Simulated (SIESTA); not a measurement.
# Sb under changes of volume

One of the cells (26.666 Å³/atom); the others are scaled copies at fixed shape and fractional positions:

```
Sb
1.0
     0.00000    2.37124    2.37124
     2.37124    0.00000    2.37124
     2.37124    2.37124    0.00000
Sb
1
Direct
  0.00000 0.00000 0.00000
```

This isn't the form of Sb at room conditions, which is rhombohedral.

| Property | Result |
| --- | --- |
| Program | SIESTA 5.4.2 |
| Functional | LDA |
| Potentials or basis | PseudoDojo 0.4 standard (LDA files) |
| Basis | DZP (energy shift 0.003 Ry; two zetas on semicore shells) |
| Grid cutoff | 500 Ry |
| Energy shift | 0.003 Ry |
| k mesh | 10 × 10 × 10 |
| Occupations | fermi-dirac, width 0.05 eV |
| Spin | no spin polarisation |

| volume (Å³/atom) | energy over the lowest point (meV/atom) | pressure (GPa) |
| --- | --- | --- |
| 25.066 | 17.91 | 4.2 |
| 25.599 | 6.93 | 2.5 |
| 26.133 | 1.07 | 1.0 |
| 26.666 | 0.00 | -0.4 |
| 27.199 | 3.53 | -1.8 |
| 27.733 | 11.50 | -3.0 |
| 28.266 | ? | ? |

What does the run at 28.266 Å³/atom give?

Energy over the lowest point 23.45 meV/atom; pressure -4.1 GPa.

Worked out: A Birch-Murnaghan fit of order 3 (a polynomial in V^(-2/3)) to the other rows has its minimum at 26.52 Å³/atom with B0 = V·E''(V) = 70 GPa (rough, since the energies scatter). It gives 23.59 meV/atom at 28.266 Å³/atom, against the run's 23.45, and -dE/dV = -4.2 GPa, against -4.1.

Energies are extrapolated to zero smearing.

Caveats: the basis of atomic orbitals isn't converged, which shifts pressures, moduli and gaps.
